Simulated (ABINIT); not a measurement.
Crystal: Se.

```
CELL_PARAMETERS angstrom
4.36620 0.00000 0.00000
-2.18310 3.78124 0.00000
0.00000 0.00000 4.95360
ATOMIC_POSITIONS crystal
Se 0.77460 0.77460 0.00000
Se 0.00000 0.22540 0.66667
Se 0.22540 0.00000 0.33333
```

Program: ABINIT 10.8.3 (patched build). Alike in all runs: level LDA; potentials or basis JTH PAW LDA v2.0; no spin polarisation; cell as given; cutoff (eV) 408; smearing fermi-dirac 0.05 eV. Hardware: 1 thread of Arm Neoverse V1 (shared host).

Task: Order these runs on this cell by their wall time, lowest first.
A. task single point; k mesh 6 × 6 × 5
B. task band structure; k mesh 7 × 7 × 6
C. task single point; k mesh 4 × 4 × 4

Result: C (6.1 s), A (13 s), B (48 s).

Runs at the PBE level aren't shown here.
